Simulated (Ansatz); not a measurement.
A 15-atom cell of SiO2 (I-4m2) from a materials database, relaxed with r2SCAN. The symmetry is I-4m2 (No. 119, tetragonal); conventional cell a = 7.190 Å, c = 12.125 Å, 20.90 Å³ an atom. Si has 4 O at 1.62 Å; Si has 4 O at 1.61–1.62 Å; O has 2 Si at 1.62 Å; O has 2 Si at 1.61 Å.

```xyz
15
Lattice="-3.5952 3.5952 6.0626 3.5952 -3.5952 6.0626 3.5952 3.5952 -6.0626" Properties=species:S:1:pos:R:3 pbc="T T T"
Si    0.0000    0.0000    0.0000
Si    1.4804    0.0000    9.5528
Si    3.5952    2.1148   -3.4901
Si    0.0000    1.4804    2.5725
Si    2.1148    3.5952    3.4901
O     0.0000    1.3069    0.9580
O    -2.2883    3.5952    5.1047
O     2.2883    3.5952    5.1047
O     0.0000    5.8835    0.9580
O     0.0000    0.0000    8.8946
O     0.0000    0.0000    3.2306
O    -1.3190    2.2762    3.0313
O    -1.3190    4.9142    3.0313
O     1.3190    2.2762    3.0313
O     1.3190    4.9142    3.0313
```

3 runs of Ansatz on this cell differ in the functional (and in the settings that go with it). Levels are in eV from each run's valence top; v1 is the last filled band, c1 the first empty one.

Run A, mean stress -0.2 GPa (compression positive):
```
point     v5     v3     v1    c1     c2     c3
    Γ  -0.93  -0.60   0.00  7.47  10.55  10.61
    X  -1.01  -0.36  -0.04  9.29   9.41  10.20
    P  -0.99  -0.38  -0.04  9.53   9.59   9.67
```

Run B, mean stress +3.0 GPa (compression positive):
```
point     v5     v3     v1    c1    c2    c3
    Γ  -0.87  -0.57   0.00  5.77  8.64  8.80
    X  -0.95  -0.34  -0.03  7.46  7.75  8.53
    P  -0.93  -0.36  -0.03  7.63  7.92  8.00
```

Run C, mean stress 0.0 GPa (compression positive):
```
point     v5     v3     v1    c1    c2    c3
    Γ  -0.89  -0.58   0.00  6.57  9.60  9.61
    X  -0.97  -0.34  -0.03  8.32  8.55  9.31
    P  -0.95  -0.36  -0.03  8.49  8.72  8.81
```

Problem. Match the runs to PBE, r2SCAN, HSE06.

Solution. A is HSE06, B is PBE, C is r2SCAN. In order of the gap: PBE 5.77, r2SCAN 6.57, HSE06 7.47 eV.

The values are computed, spin-unpolarised, and not measurements.

The program warns that its thresholds are loose for a hybrid's stress.

For some runs the program warns that the potential is rough where the density is thin, which bears on empty states near the vacuum.
